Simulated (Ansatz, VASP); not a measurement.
## One calculation of Mg, two programs

The input POSCAR:

```
Mg
1.0
   -1.8359916300      1.8359916300      1.6794040200
    1.8359916300     -1.8359916300      1.6794040200
    1.8359916300      1.8359916300     -1.6794040200
Mg
1
Direct
    0.0000000000      0.0000000000      0.0000000000
```

INCAR.step1

```
SYSTEM = Mg
ALGO = Normal
EDIFF = 1E-4
ENCUT = 520
GGA = PE
ISMEAR = -1
LASPH = .True.
LCHARG = .False.
LREAL = .False.
LWAVE = .True.
NBANDS = 7
NELM = 100
PREC = Accurate
SIGMA = 0.05
```

File INCAR.step2:

```
SYSTEM = Mg
ALGO = Normal
EDIFF = 1E-6
ENCUT = 520
ISIF = 2
ISMEAR = -1
ISTART = 1
IVDW = 12
LASPH = .True.
LCHARG = .False.
LMIXTAU = .True.
LREAL = .False.
LWAVE = .False.
METAGGA = R2SCAN
NBANDS = 7
NELM = 100
PREC = Accurate
SIGMA = 0.05
VDW_A1 = 0.49484001
VDW_A2 = 5.73083694
VDW_S6 = 1.0
VDW_S8 = 0.78981345
```

File KPOINTS:

```
k-points
0
Gamma
  9 9 9
  0 0 0
```

Input for Ansatz:

```yaml
crystal:
  lattice:
    - [-1.83599163, 1.83599163, 1.67940402]
    - [1.83599163, -1.83599163, 1.67940402]
    - [1.83599163, 1.83599163, -1.67940402]
  atoms:
    - { symbol: Mg, position: [0.0, 0.0, 0.0] }
accuracy: low
kpoints:
  mp_grid:
    grid: [9, 9, 9]
hamiltonian:
  xc: r2scan
  dispersion: d3bj
  pseudopotentials:
    kind: nc
scf:
  max_iter: 80
  occupations:
    method: fermi_dirac
    width: 0.05
output:
  stress: true
```

This isn't the form of Mg at room conditions, which is hcp.

Alike in both runs: task single point; functional r2SCAN; dispersion D3(BJ); k mesh 9 × 9 × 9; occupations fermi-dirac, width 0.05 eV; no spin polarisation.

|  | VASP | Ansatz |
| --- | --- | --- |
| version | VASP 6.6.1 | Ansatz 0.2.0 |
| potentials or method | VASP PAW PBE potentials, release 64 (Mg) | plane waves, norm-conserving potentials |
| plane-wave cutoff (eV) | 520 | 1143 |
| valence electrons in the cell | 2 | 10 |

|  | VASP | Ansatz | Ansatz less VASP |
| --- | --- | --- | --- |
| pressure (GPa) | -1.4 | -1.2 | +0.25 |
| largest component of the traceless stress (GPa) | 0.12 | 0.13 | +0.015 |
| dispersion energy (meV/atom) | -135.7 | -135.8 | -0.08 |

The two sets of potentials don't hold the same shells in valence. Ansatz warned: «dispersion_damping_borrowed».

Caveats: the PAW data sets were made with another functional, which shifts forces and pressure a little (VASP); pairwise dispersion overbinds metals, which lowers pressure and volume.
